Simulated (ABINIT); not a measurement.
Sb:

```
Sb
1.0
     3.35453    0.00000    0.00000
    -1.67727    2.90511    0.00000
     0.00000    0.00000    5.47016
Sb
2
Direct
  0.66667 0.33333 0.75000
  0.33333 0.66667 0.25000
```

This isn't the form of Sb at room conditions, which is rhombohedral.

```yaml
Program: ABINIT 10.8.3 (patched build)
Task: relaxation of cell and atoms
Functional: LDA
Potentials_or_basis: JTH PAW PBE v2.0
Cutoff: 517 eV
k_mesh: 9 × 9 × 5
Occupations: fermi-dirac, width 0.05 eV
Spin: no spin polarisation
```

At the start: pressure -2.6 GPa; volume 26.65 Å³/atom.

Task: How do energy, volume and symmetry change on relaxing?

Result: Over 29 steps the energy falls by 9.6 meV/atom and the volume is 25.64 Å³/atom (-3.8 %); space group P6_3/mmc (No. 194, to 0.05 Å).

Step by step:
```tsv
step	energy change (eV)	largest force (eV/Å)	pressure (GPa)	volume (Å³)
1	0.0000	0.0000	-2.61	53.31
2	-0.0063	0.0000	-2.13	52.88
3	-0.0182	0.0000	0.12	51.07
4	-0.0182	0.0000	0.00	51.16
5	-0.0182	0.0000	0.00	51.16
6	0.0187	0.0000	1.55	50.36
7	-0.0183	0.0000	0.02	51.15
8	-0.0183	0.0000	0.02	51.16
9	-0.0159	0.0000	0.11	51.06
10	-0.0184	0.0000	0.01	51.17
11	-0.0186	0.0000	0.02	51.19
12	-0.0180	0.0000	0.01	51.13
13	-0.0168	0.0000	0.17	51.46
14	-0.0190	0.0000	-0.03	51.26
15	-0.0193	0.0000	-0.03	51.30
16	-0.0193	0.0000	0.00	51.29
17	-0.0192	0.0000	0.10	51.21
18	-0.0194	0.0000	-0.12	51.41
19	0.0137	0.0000	-0.94	54.01
20	-0.0193	0.0000	-0.02	51.33
21	-0.0193	0.0000	0.07	51.24
22	-0.0191	0.0000	0.20	51.10
23	-0.0193	0.0000	0.01	51.29
24	-0.0196	0.0000	-0.14	51.46
25	-0.0183	0.0000	0.25	51.00
26	-0.0146	0.0000	-0.38	51.89
27	-0.0191	0.0000	0.12	51.15
28	-0.0192	0.0000	0.03	51.25
29	-0.0193	0.0000	0.01	51.27
```

Final structure:
```cif
data_structure
_symmetry_space_group_name_H-M 'P 1'
_symmetry_Int_Tables_number 1
_cell_length_a 3.3470
_cell_length_b 3.3470
_cell_length_c 5.2851
_cell_angle_alpha 90.000
_cell_angle_beta 90.000
_cell_angle_gamma 120.000
_cell_volume 51.27
loop_
_atom_site_label
_atom_site_type_symbol
_atom_site_fract_x
_atom_site_fract_y
_atom_site_fract_z
_atom_site_occupancy
Sb1 Sb 0.66667 0.33333 0.75000 1
Sb2 Sb 0.33333 0.66667 0.25000 1
```

Caveat: the PAW data sets were made with another functional, which shifts forces and pressure a little.
